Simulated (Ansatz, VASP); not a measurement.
Cs: VASP beside Ansatz

INCAR

```
SYSTEM = Cs
PREC = Accurate
ENCUT = 520
EDIFF = 1E-7
ISMEAR = -1
SIGMA = 0.1
LREAL = .False.
LASPH = .True.
NELM = 60
ALGO = Normal
ISIF = 2
LWAVE = .False.
LCHARG = .False.
NBANDS = 10
```

KPOINTS

```
regular mesh
0
Gamma
  10 10 10
  0 0 0
```

POSCAR

```
Cs
1.0
    0.0000000000      2.6773412408      2.6773412408
    2.6773412408      0.0000000000      2.6773412408
    2.6773412408      2.6773412408      0.0000000000
Cs
1
Direct
    0.0000000000      0.0000000000      0.0000000000
```

Input for Ansatz:

```yaml
crystal:
  lattice:
    - [0.0, 2.6773412408, 2.6773412408]
    - [2.6773412408, 0.0, 2.6773412408]
    - [2.6773412408, 2.6773412408, 0.0]
  atoms:
    - { symbol: Cs, position: [0.0, 0.0, 0.0] }
kpoints:
  mp_grid: { grid: [10, 10, 10] }
scf:
  occupations: { method: fermi_dirac, width: 0.1 }
hamiltonian:
  xc: lda
  pseudopotentials: { kind: all_electron, datasets: crystal }
output:
  forces: true
  stress: true
  eigenvalues: true
```

Change from the starting cell: volume scaled by 0.4, crystal datasets.

Alike in both runs: task single point; functional LDA; k mesh 10 × 10 × 10; occupations fermi-dirac, width 0.1 eV; no spin polarisation.

|  | VASP | Ansatz |
| --- | --- | --- |
| version | VASP 6.6.1 | Ansatz 0.2.0 |
| potentials or method | VASP PAW LDA potentials, release 64 (Cs_sv) | all-electron PAW with datasets made for the crystal, scalar-relativistic |
| plane-wave cutoff (eV) | 520 | see its input |

Ansatz gave:

| Item | Value |
| --- | --- |
| pressure (GPa) | 5.4 |

What did VASP give for the same quantities?

Pressure (GPa): 5.6.

Ansatz ran all-electron here, so the differences hold the error of VASP's frozen core and of both bases.

The runs have no spin-orbit coupling, so splittings on Cs are missing.
